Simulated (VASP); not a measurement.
# TiO (P4/mmm) in VASP: settings compared, part 2 of 2

VASP 6.6.1. The steps go on from the part before.

### 6 Single point, HSE(alpha, omega)

Input file POSCAR:

```
TiO
1.0
    3.0093900000      0.0000000000      0.0000000000
    0.0000000000      3.0093900000      0.0000000000
    0.0000000000      0.0000000000      3.6804200000
Ti O
1 1
Direct
    0.0000000000      0.0000000000      0.0000000000
    0.0000000000      0.0000000000      0.5000000000
```

Input file INCAR.step1:

```
SYSTEM = TiO
PREC = Accurate
ENCUT = 520
EDIFF = 1E-5
ISMEAR = -1
SIGMA = 0.05
LREAL = .False.
LASPH = .True.
NELM = 100
ALGO = Normal
ISIF = 2
LWAVE = .True.
LCHARG = .False.
NBANDS = 16
GGA = PE
```

Input file INCAR.step2:

```
SYSTEM = TiO
PREC = Accurate
ENCUT = 520
EDIFF = 1E-7
ISMEAR = -1
SIGMA = 0.05
LREAL = .False.
LASPH = .True.
NELM = 100
ALGO = Normal
ISIF = 2
LWAVE = .False.
LCHARG = .False.
GGA = PE
LHFCALC = .True.
HFSCREEN = 0.2
AEXX = 0.4
PRECFOCK = Fast
NBANDS = 16
ISTART = 1
```

Input file KPOINTS:

```
Automatic mesh
0
Gamma
  5 5 4
  0 0 0
```

Potentials or basis: VASP PAW PBE potentials, release 64 (Ti_sv, O).

Launch:

```bash
cat potpaw_PBE.64/Ti_sv/POTCAR potpaw_PBE.64/O/POTCAR > POTCAR
cp INCAR.step1 INCAR
mpirun -np 1 vasp_std > vasp.out
cp INCAR.step2 INCAR
mpirun -np 1 vasp_std > vasp.out
```

OUTCAR:

```text
SYSTEM = TiO
   PREC = Accurate
   ENCUT = 520
   EDIFF = 1E-7
   ISMEAR = -1
   LREAL = .False.
   LASPH = .True.
   NELM = 100
   ISIF = 2
   GGA = PE
   LHFCALC = .True.
   HFSCREEN = 0.2
   AEXX = 0.4
   PRECFOCK = Fast
   ISTART = 1

 ion  position               nearest neighbor table
   1  0.000  0.000  0.000-   2 1.84   2 1.84
   2  0.000  0.000  0.500-   1 1.84   1 1.84

  LATTYP: Found a simple tetragonal cell.
 ALAT       =     3.0093900000
 C/A-ratio  =     1.2229787432

  Lattice vectors:

 A1 = (   3.0093900000,   0.0000000000,   0.0000000000)
 A2 = (   0.0000000000,   3.0093900000,   0.0000000000)
 A3 = (   0.0000000000,   0.0000000000,   3.6804200000)

Analysis of symmetry for initial positions (statically):
=====================================================================
 Subroutine PRICEL returns:
 Original cell was already a primitive cell.

 Routine SETGRP: Setting up the symmetry group for a
 simple tetragonal supercell.

 Subroutine GETGRP returns: Found 16 space group operations
 (whereof 16 operations were pure point group operations)
 out of a pool of 16 trial point group operations.

The static configuration has the point symmetry D_4h.

Analysis of symmetry for dynamics (positions and initial velocities):
=====================================================================
 Subroutine PRICEL returns:
 Original cell was already a primitive cell.

 Routine SETGRP: Setting up the symmetry group for a
 simple tetragonal supercell.

 Subroutine GETGRP returns: Found 16 space group operations
 (whereof 16 operations were pure point group operations)
 out of a pool of 16 trial point group operations.

The dynamic configuration has the point symmetry D_4h.

 Subroutine INISYM returns: Found 16 space group operations
 (whereof 16 operations are pure point group operations),
 and found     1 'primitive' translations

----------------------------------------------------------------------------------------

                                     Primitive cell

  volume of cell :      33.3315

  direct lattice vectors                    reciprocal lattice vectors
     3.009390000  0.000000000  0.000000000     0.332293255  0.000000000  0.000000000
     0.000000000  3.009390000  0.000000000     0.000000000  0.332293255  0.000000000
     0.000000000  0.000000000  3.680420000     0.000000000  0.000000000  0.271708120

  length of vectors
     3.009390000  3.009390000  3.680420000     0.332293255  0.332293255  0.271708120

  position of ions in fractional coordinates (direct lattice)
     0.000000000  0.000000000  0.000000000
     0.000000000  0.000000000  0.500000000

  ion indices of the primitive-cell ions
   primitive index   ion index
                 1           1
                 2           2

----------------------------------------------------------------------------------------

 KPOINTS: Automatic mesh

Automatic generation of k-mesh.
 Grid dimensions read from file:
 generate k-points for:    5    5    4

 Generating k-lattice:

[... 22 lines left out ...]
  0.400000  0.200000  0.000000      8.000000
  0.400000  0.400000  0.000000      4.000000
[... 10 lines left out ...]
  0.400000  0.200000  0.500000      8.000000
  0.400000  0.400000  0.500000      4.000000
   k-points           NKPTS =     18   k-points in BZ     NKDIM =    100   number of bands    NBANDS=     16
   number of dos      NEDOS =    301   number of ions     NIONS =      2
   total plane-waves  NPLWV =  16128
   dimension x,y,z NGX =    24 NGY =   24 NGZ =   28
   dimension x,y,z NGXF=    48 NGYF=   48 NGZF=   56
   ions per type =               1   1
   NGX,Y,Z   is equivalent  to a cutoff of  13.26, 13.26, 12.65 a.u.
   NGXF,Y,Z  is equivalent  to a cutoff of  26.52, 26.52, 25.30 a.u.
 SYSTEM =  TiO
   PREC   = accura    normal or accurate (medium, high low for compatibility)
   ISTART =      1    job   : 0-new  1-cont  2-samecut
   ICHARG =      0    charge: 1-file 2-atom 10-const
   ISPIN  =      1    spin polarized calculation?
   LNONCOLLINEAR =      F non collinear calculations
   LSORBIT =      F    spin-orbit coupling
   LASPH  =      T    aspherical Exc in radial PAW
   ENCUT  =  520.0 eV  38.22 Ry    6.18 a.u.   5.60  5.60  6.84*2*pi/ulx,y,z
   NELM   =    100;   NELMIN=  2; NELMDL=  0     # of ELM steps
   EDIFF  = 0.1E-06   stopping-criterion for ELM
   LREAL  =      F    real-space projection
   EDIFFG = 0.1E-05   stopping-criterion for IOM
   NSW    =      0    number of steps for IOM
   IBRION =     -1    ionic relax: 0-MD 1-quasi-New 2-CG
   NFREE  =      0    steps in history (QN), initial steepest desc. (CG)
   ISIF   =      2    stress and relaxation
   ISYM   =      3    0-nonsym 1-usesym 2-fastsym
   POTIM  = 0.5000    time-step for ionic-motion
   TEBEG  =    0.0;   TEEND  =   0.0 temperature during run
   PSTRESS=    0.0 pullay stress
   NELECT =      18.0000    total number of electrons
   NUPDOWN=      -1.0000    fix difference up-down
   EMIN   =  10.00;   EMAX   =-10.00  energy-range for DOS
   EFERMI =   0.00;   METHOD = LEGACY
   ISMEAR =    -1;   SIGMA  =   0.05  broadening in eV -4-tet -1-fermi 0-gaus
   EFERMI_NEDOS =   21; number of points for ismear=-14 and -15
   IALGO  =     38    algorithm
   IMIX   =      1    mixing-type and parameters
     AMIX     =   0.40;   BMIX     =  1.00
     AMIX_MAG =   1.60;   BMIX_MAG =  1.00
  volume/ion in A,a.u.               =      16.67       112.47
  Fermi-wavevector in a.u.,A,eV,Ry     =   1.333156  2.519299 24.181692  1.777304
  Thomas-Fermi vector in A             =   2.462036
   LORBIT       =      0    0 simple, 1 ext, 2 COOP (PROOUT), +10 PAW based schemes
   GGA     = PE    functional components
   LHFCALC =     T    Hartree Fock is set to
   PRECFOCK=fast      Normal, Fast or Accurate (Low or Medium for compatibility)
   ENCUT4O =  -1.0   cutoff for four orbital integrals eV
   NKREDX  =     1    reduce k-point grid by
   NKREDY  =     1    reduce k-point grid by
   NKREDZ  =     1    reduce k-point grid by
   AEXX    =    0.4000 exact exchange contribution
   HFSCREEN=    0.2000 screening length (either q_TF or 0.3 A-1)
   HFSCREENC=   0.2000 screening length for correlation (either q_TF or 0.3 A-1)
   ENCUTFOCK=  -1.0 apply spherical cutoff to Coloumb kernel
   IVDW    =     0    specifies the selected vdW correction
   LEPSILON=     F    determine dielectric tensor
   LRPA    =     F    only Hartree local field effects (RPA)
 non-spin polarized calculation
  energy-cutoff  :      520.00
  volume of cell :       33.33
 maximum number of plane-waves:       910
 NGX is ok and might be reduce to    24
  NGX = 14; NGY = 14; NGZ = 16

 number of electron      17.9999993 magnetization

 Free energy of the ion-electron system (eV)
  ---------------------------------------------------
  ext. energy  EPLUGINS =         0.00000000
  ---------------------------------------------------
  free energy    TOTEN  =       -21.79451900 eV

  energy without entropy =      -21.79446475  energy(sigma->0) =      -21.79449188

 E-fermi :   3.8186     XC(G=0):  -7.1158

 val. band max:        3.4276054730   @ k =   0.4000   0.2000   0.0000
 cond. band min:       4.1213268233   @ k =   0.0000   0.0000   0.0000
 fundamental gap:      0.6937213503
 Fermi energy:         3.8185530152

 k-point     1 :       0.0000    0.0000    0.0000
  band No.  band energies     occupation
      1     -61.7940      2.00000
      2     -35.3954      2.00000
      3     -35.2487      2.00000
      4     -35.2487      2.00000
      5     -18.6662      2.00000
      6      -0.8952      2.00000
[... 319 lines left out ...]
      3     -35.4467      2.00000
      4     -35.4407      2.00000
      5     -16.8276      2.00000
      6      -4.3821      2.00000
[... 8 lines left out ...]
     15      12.4890      0.00000
     16      13.5540      0.00000

------------------------ aborting loop because EDIFF is reached ----------------------------------------

  FORCE on cell =-STRESS in cart. coord.  units (eV):
  Direction    XX          YY          ZZ          XY          YZ          ZX
  --------------------------------------------------------------------------------------
  -------------------------------------------------------------------------------------
  Total       -0.1145146     -0.1145146     -3.5619593      0.0000000     -0.0000000      0.0000000
  in kB       -5.5044925     -5.5044925   -171.2163412      0.0000000     -0.0000000      0.0000000
  external PRESSURE =     -60.7417754 kB  Pullay stress =       0.0000000 kB

 VOLUME and BASIS-vectors are now :
 -----------------------------------------------------------------------------
  energy-cutoff  :      520.00
  volume of cell :       33.33
      direct lattice vectors                 reciprocal lattice vectors
     3.009390000  0.000000000  0.000000000     0.332293255  0.000000000  0.000000000
     0.000000000  3.009390000  0.000000000     0.000000000  0.332293255  0.000000000
     0.000000000  0.000000000  3.680420000     0.000000000  0.000000000  0.271708120

 POSITION                                       TOTAL-FORCE (eV/Angst)
 -----------------------------------------------------------------------------------
      0.00000      0.00000      0.00000         0.000000      0.000000      0.000000
      0.00000      0.00000      1.84021         0.000000      0.000000      0.000000
 -----------------------------------------------------------------------------------
    total drift:                               -0.000002     -0.000008     -0.000000

  FREE ENERGIE OF THE ION-ELECTRON SYSTEM (eV)
  ---------------------------------------------------
  free  energy   TOTEN  =       -21.7945190042 eV

  energy  without entropy=      -21.7944647494  energy(sigma->0) =      -21.79449188
```

Run time: 8.1 min. Hardware: 1 thread of AMD EPYC 9R45 (Zen 5), shared host; peak memory 0.21 GiB.

Results:

```yaml
Free_energy: -21.7945 eV
Pressure: -6.1 GPa
Band_gap_on_the_k_mesh: 0.69 eV, indirect (least direct gap 1.32 eV)
```

Stress tensor (GPa, compression positive):
```
 -0.55   0.00   0.00
  0.00  -0.55   0.00
  0.00   0.00 -17.12
```

Caveat: the k mesh is coarse (spacing up to 0.43 Å⁻¹), so the values aren't converged, least of all with exact exchange; the PAW data sets were made with another functional, which shifts forces and pressure a little; an odd mesh through Γ misses points on the zone boundary, where band edges often lie.

### 7 Overview

```tsv
share of exact exchange	gap on the mesh (eV)	pressure (GPa)
0.15	none	-1.8
0.2	none	-2.6
0.25	none	-3.9
0.3	0.22	-4.5
0.4	0.69	-6.1
```

Alike in all rows: task single point; level HSE(alpha, omega); potentials or basis VASP PAW PBE potentials, release 64 (Ti_sv, O); no spin polarisation; cell as given; k mesh 5 × 5 × 4; cutoff (eV) 520; smearing fermi-dirac 0.05 eV; the mesh is coarse, so values aren't converged.

Caveats: all runs use coarse meshes; the PAW data sets were made with another functional, which shifts forces and pressure a little; an odd mesh through Γ misses points on the zone boundary, where band edges often lie (some runs).

Total energies depend on the potentials used, so only differences within one code and one set of settings carry meaning.
